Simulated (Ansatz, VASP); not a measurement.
BN in VASP and in Ansatz

```
B N
1.0
     2.55856    0.00000    0.00000
    -1.27928    2.21577    0.00000
     0.00000    0.00000    8.40918
B N
4 4
Cartesian
  0.0000 0.0000 0.7852
  0.0000 0.0000 4.9898
  0.0000 1.4772 2.8932
  1.2793 0.7386 7.0978
  0.0000 0.0000 3.4204
  0.0000 0.0000 7.6250
  0.0000 1.4772 1.3103
  1.2793 0.7386 5.5149
```

Alike in both runs: functional PBE; k mesh 12 × 12 × 4; occupations gaussian, width 0.02 eV; no spin polarisation.

Ansatz relaxed the structure, and its values are those at the end. VASP's run is a single point on that final structure, the one shown.

```csv
,VASP,Ansatz
version,VASP 6.6.1,Ansatz 0.2.0
potentials or method,"VASP PAW PBE potentials, release 64 (B, N)","scalar-relativistic, plane waves, PAW"
plane-wave cutoff (eV),520,420
valence electrons in the cell,32,32
```

VASP gave:

```
gap on the k mesh at the Fermi level (eV) : 5.49
least direct gap on the mesh (eV)         : 7.50
pressure (GPa)                            : 0.2
```

Q: What did Ansatz give for the same quantities?

A: gap on the k mesh at the Fermi level (eV): 5.50; least direct gap on the mesh (eV): 7.51; pressure (GPa): 0.0.

A k mesh can miss the band edges. PBE gaps usually lie below the measured ones, often by a third to a half.
